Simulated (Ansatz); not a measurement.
# Infrared modes and screening in ZrO₂ (Fm-3m)

Perturbation theory with PBEsol in Ansatz on the PBEsol cell, ground state and force constants on an 8×8×8 mesh. Calculated for a static, non-magnetic cell.

It is cubic, Fm-3m (No. 225); conventional cell a = 5.064 Å, 10.82 Å³ an atom. Zr is surrounded by 8 O at 2.19 Å; O is surrounded by 4 Zr at 2.19 Å.

```
Zr O
1.0
     0.00000    2.53205    2.53205
     2.53205    0.00000    2.53205
     2.53205    2.53205    0.00000
Zr O
1 2
Direct
  0.00000 0.00000 0.00000
  0.25000 0.25000 0.25000
  0.75000 0.75000 0.75000
```

Optical modes without the longitudinal term:

| ω (cm⁻¹) | degeneracy | IR intensity, summed over the level ((D/Å)²/amu) |
| --- | --- | --- |
| 246 | 3 | 96.42 |
| 566 | 3 | 0.00 |

The zone-centre optical frequencies run from 246 to 566 cm⁻¹, none imaginary (the rest of the zone wasn't tested). With the long-range field the highest mode reaches 649 cm⁻¹. Of the real levels 1 is infrared active, the strongest at 246 cm⁻¹.

ε∞: 5.85 in all directions. With the ions relaxed, ε⁰ is 40.7 in all directions. Born charges, averaged over directions: Zr +5.74, O -2.87 e.

With one polar mode in a cubic crystal the Lyddane-Sachs-Teller relation applies: (ω_LO/ω_TO)² = (649.5/246.2)² = 6.956, and ε⁰/ε∞ = 40.671/5.847 = 6.956. The refractive index √ε∞ is 2.42.

For comparison, on the r2SCAN cell the mean ε∞ is 5.32 with r2SCAN (ground state on 8×8×8; least gap 3.89 eV), 5.79 with PBE (ground state on 8×8×8; least gap 3.36 eV).
